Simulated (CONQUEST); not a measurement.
**PbS under changes of volume**

One of the cells (26.664 Å³/atom); the others are scaled copies at fixed shape and fractional positions:

```
CELL_PARAMETERS angstrom
4.15991 0.00000 0.00000
0.00000 4.27932 0.00000
0.00000 0.00000 11.98259
ATOMIC_POSITIONS crystal
Pb 0.00000 0.25000 0.13056
Pb 0.50000 0.25000 0.63056
Pb 0.00000 0.75000 0.86944
Pb 0.50000 0.75000 0.36944
S 0.00000 0.25000 0.35480
S 0.50000 0.25000 0.85480
S 0.00000 0.75000 0.64520
S 0.50000 0.75000 0.14520
```

Measurements of this composition are mostly on another form, of space group No. 225.

| Quantity | Value |
| --- | --- |
| Program | CONQUEST 1.3 |
| Functional | LDA |
| Potentials or basis | PseudoDojo NC LDA, DZP, grid of 40 × 40 × 120 points |
| k mesh | 7 × 6 × 3 |
| Occupations | fermi-dirac, width 0.05 eV |
| Spin | no spin polarisation |

```tsv
volume (Å³/atom)	energy over the lowest point (meV/atom)	pressure (GPa)	gap on the mesh (eV)	largest force (eV/Å)
25.064	0.92	1.0	0.90	0.444
25.597	0.00	-0.4	0.96	0.282
26.130	3.43	-1.6	1.01	0.179
26.664	10.61	-2.7	1.06	0.104
27.197	21.14	-3.7	1.10	0.111
27.730	34.60	-4.5	1.13	0.226
28.263	?	?	?	?
```

Question: What does the run at 28.263 Å³/atom give?

Answer: Energy over the lowest point 50.94 meV/atom; pressure -5.3 GPa; gap on the mesh 1.14 eV; largest force 0.334 eV/Å.

Worked out: A Birch-Murnaghan fit of order 3 (a polynomial in V^(-2/3)) to the other rows has its minimum at 25.43 Å³/atom with B0 = V·E''(V) = 64 GPa and B' = 5.1 at fixed shape and positions, which overstates the stiffness. It gives 50.63 meV/atom at 28.263 Å³/atom, against the run's 50.94, and -dE/dV = -5.2 GPa, against -5.3. A parabola through the other rows of the gap, of slope 1.3 eV per unit of ln V there, extrapolates to 1.16 eV, against the run's 1.14.

Energies are extrapolated to zero smearing.

Caveats: spin-orbit coupling is left out, which as a rule narrows the gap of such compounds by several tenths of an eV; an odd mesh through Γ misses points on the zone boundary, where band edges often lie; the basis of atomic orbitals isn't converged, which shifts pressures, moduli and gaps.
